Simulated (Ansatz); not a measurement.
# WS2: the cost of one run

Computed with Ansatz 0.2.0 (DFT PBEsol, scalar-relativistic, plane waves, PAW, unless a step's input says otherwise).

1 further run of the same task is left out (set aside as unsound or not needed).

### 1 Starting point

Symmetry: P-6m2, No. 187, hexagonal system. Conventional cell: a = 3.146 Å, b = 3.146 Å, c = 16.953 Å, α = 90.00°, β = 90.00°, γ = 120.00°. W (site symmetry -6m2) has 6 S at 2.40 Å as nearest neighbours. Around S (site symmetry 3m) lie 3 W at 2.40 Å.

Structure file:

```xyz
3
Lattice="3.1458 0.0000 0.0000 -1.5729 2.7243 0.0000 0.0000 0.0000 16.9534" Properties=species:S:1:pos:R:3 pbc="T T T"
W     0.0000    1.8162    0.0000
S     1.5729    0.9081   15.3865
S     1.5729    0.9081    1.5669
```

It goes back to an entry of the Materials Project, which need not be the stable form.

This cell was relaxed beforehand with the same method: volume 48.43 Å³/atom, gap on the mesh 1.94 eV.

### 2 Bands, states and charges

Input file input.yaml:

```yaml
crystal:
  lattice:
    - [3.1457762204, 0.0, 0.0]
    - [-1.5728881102, 2.7243221215, 0.0]
    - [0.0, 0.0, 16.9534209724]
  atoms:
    - { symbol: W, position: [0.3333333333, 0.6666666667, 0.0] }
    - { symbol: S, position: [0.6666666667, 0.3333333333, 0.9075761481] }
    - { symbol: S, position: [0.6666666667, 0.3333333333, 0.0924238519] }
basis:
  ecutwfc: 420
kpoints:
  mp_grid: { grid: [12, 12, 2] }
  band_path:
    path:
      - [[0.0, 0.0, 0.0], [0.5, 0.0, 0.0], [0.33333333, 0.33333333, 0.0], [0.0, 0.0, 0.0], [0.0, 0.0, 0.5], [0.5, 0.0, 0.5], [0.33333333, 0.33333333, 0.5], [0.0, 0.0, 0.5]]
      - [[0.5, 0.0, 0.5], [0.5, 0.0, 0.0]]
      - [[0.33333333, 0.33333333, 0.5], [0.33333333, 0.33333333, 0.0]]
    npoints: 14
hamiltonian:
  xc: pbesol
scf:
  occupations: { method: gaussian, width: 0.02 }
  n_extra_bands: 7
output:
  forces: true
  stress: true
  eigenvalues: true
  populations: true
  dos: { projected: true, de: 0.02, nscf_kmesh: { grid: [18, 18, 3] } }
  bader: true
```

The run is started by

```bash
> ansatz run input.yaml --threads 1 --pin off --max-ram 2560MiB --backend cpu --events-out ev --progress --plain --runs-dir out
```

**Question.** How long does this run take on 1 thread of Intel Xeon Platinum 8375C at 2.90GHz (Ice Lake), shared host, and how much memory does it need?

About 72 s, with a peak of 0.55 GiB.
